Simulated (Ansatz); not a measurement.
## TiAl3 under changes of volume

One of the cells (16.287 Å³/atom); the others are scaled copies at fixed shape and fractional positions:

```
Ti Al
1.0
     2.83968    0.00000    0.00000
     0.00000    4.68126    0.00000
     0.00000    0.00000    4.90074
Ti Al
1 3
Direct
  0.00000 0.50000 0.16592
  0.00000 0.00000 0.83590
  0.50000 0.00000 0.33091
  0.50000 0.50000 0.66727
```

The cell comes from a database or a generator and needn't be the stable form of this composition.

| Property | Result |
| --- | --- |
| Program | Ansatz 0.2.0 |
| Functional | LDA |
| Potentials or basis | Ansatz PAW |
| Cutoff | 420 eV (not typed: the program's choice for these potentials) |
| k mesh | 9 × 6 × 6 |
| Occupations | fermi-dirac, width 0.05 eV |
| Spin | no spin polarisation |

```csv
volume (Å³/atom),energy over the lowest point (meV/atom),pressure (GPa),largest force (eV/Å)
15.310,0.00,1.1,0.063
15.635,0.08,-1.1,0.072
15.961,4.59,-3.2,0.080
16.287,13.07,-5.1,0.087
16.612,25.11,-6.7,0.094
16.938,?,?,?
17.264,58.43,-9.5,0.106
```

Q: What does the run at 16.938 Å³/atom give?

A: Energy over the lowest point 40.34 meV/atom; pressure -8.2 GPa; largest force 0.100 eV/Å.

Worked out: A Birch-Murnaghan fit of order 3 (a polynomial in V^(-2/3)) to the other rows has its minimum at 15.47 Å³/atom with B0 = V·E''(V) = 110 GPa and B' = 4.3 at fixed shape and positions, which overstates the stiffness. It gives 40.34 meV/atom at 16.938 Å³/atom, against the run's 40.34, and -dE/dV = -8.2 GPa, against -8.2.

Energies are extrapolated to zero smearing.

Caveats: the PAW data sets come from PBE, with cores solved anew for the run's functional, which leaves a small shift of forces and pressure.
